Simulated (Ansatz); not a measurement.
**Which element?**

Cell vectors (Å):

```
0.0000 3.4714 3.4714
3.4714 0.0000 3.4714
3.4714 3.4714 0.0000
```

```json
{"atom": "X", "a": "0.0000", "b": "0.0000", "c": "0.0000"}
{"atom": "Te", "a": "0.5000", "b": "0.5000", "c": "0.5000"}
```

All numbers below come from PBEsol, all-electron LAPW in Ansatz 0.2.0, scalar-relativistic. k mesh 6×6×6, fixed occupations.

Harmonic phonons of a crystal by Kohn-Sham DFT at the given cell, standard atomic masses, acoustic sum rule imposed; negative wavenumbers are unstable modes.

| point | q a (r.l.u.) | q b (r.l.u.) | q c (r.l.u.) | branch | phonon wavenumber (cm⁻¹) |
| --- | --- | --- | --- | --- | --- |
| Gamma | 0 | 0 | 0 | 4 | 95 |
| L | 0.5 | 0 | 0 | 1 | 71.5 |
| L | 0.5 | 0 | 0 | 3 | 80.3 |
| L | 0.5 | 0 | 0 | 5 | 97.4 |
| L | 0.5 | 0 | 0 | 6 | 114.5 |
| X | 0.5 | 0.5 | 0 | 1 | 40.4 |
| X | 0.5 | 0.5 | 0 | 3 | 64.3 |
| X | 0.5 | 0.5 | 0 | 4 | 98.4 |
| X | 0.5 | 0.5 | 0 | 6 | 102.8 |

Task: All X atoms are one element. Which one was computed?

Result: Ba; the crystal is BaTe (Fm-3m).

Limits of these numbers: no LO-TO term at the zone centre.
